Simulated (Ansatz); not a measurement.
## Deforming AgCl

```
CELL_PARAMETERS angstrom
0.00000 2.77315 2.77315
2.77315 0.00000 2.77315
2.77315 2.77315 0.00000
ATOMIC_POSITIONS crystal
Ag 0.50000 0.50000 0.50000
Cl 0.00000 0.00000 0.00000
```

Atoms are numbered in the order listed.

The cell comes from COD entry 9011666, which wasn't checked; take it as a given geometry.

Method: DFT, LDA, all-electron LAPW, scalar-relativistic in Ansatz 0.2.0.

Settings: a Γ-centred 8×8×8 k mesh, Fermi–Dirac smearing of 0.02 eV, basis error target 0.5 meV/atom, no spin polarisation.

The unchanged cell is at -5.56 GPa.

Semilocal functionals give too small gaps.

x, y and z are the Cartesian axes of the cell as listed; fractional coordinates follow a strain, and an engineering shear is twice the off-diagonal strain component.

(1) With this change (equal xy, yz and zx engineering shear strains of -3 %), what becomes of the energy and stress and gap?

(2) With this change (equal xy, yz and zx engineering shear strains of -1 %), what becomes of the energy and stress and gap?

With equal xy, yz and zx engineering shear strains of +2 %: energy change under 1 meV/atom; stress change (xx, yy, zz, yz, xz, xy) -0.01, -0.01, -0.01, -0.17, -0.17, -0.17 GPa, compression positive; gap on the k mesh 0.62 → 0.59 eV.

With equal xy, yz and zx engineering shear strains of -2 %: energy change under 1 meV/atom; stress change (xx, yy, zz, yz, xz, xy) -0.01, -0.01, -0.01, 0.16, 0.16, 0.16 GPa, compression positive; gap on the k mesh 0.62 → 0.59 eV.

(3) With this change (equal xy, yz and zx engineering shear strains of +1 %), what becomes of the energy and stress and gap?

(4) With this change (equal xy, yz and zx engineering shear strains of +3 %), what becomes of the energy and stress and gap?

Results:

(1) Energy change under 1 meV/atom; stress change (xx, yy, zz, yz, xz, xy) -0.02, -0.02, -0.02, 0.25, 0.25, 0.25 GPa, compression positive; gap on the k mesh 0.62 → 0.58 eV.

(2) Energy change under 1 meV/atom; stress change (xx, yy, zz, yz, xz, xy) 0.00, 0.00, 0.00, 0.08, 0.08, 0.08 GPa, compression positive; gap on the k mesh 0.62 → 0.60 eV.

(3) Energy change under 1 meV/atom; stress change (xx, yy, zz, yz, xz, xy) 0.00, 0.00, 0.00, -0.08, -0.08, -0.08 GPa, compression positive; gap on the k mesh 0.62 → 0.60 eV.

(4) Energy change +1 meV/atom; stress change (xx, yy, zz, yz, xz, xy) -0.02, -0.02, -0.02, -0.26, -0.26, -0.26 GPa, compression positive; gap on the k mesh 0.62 → 0.57 eV.
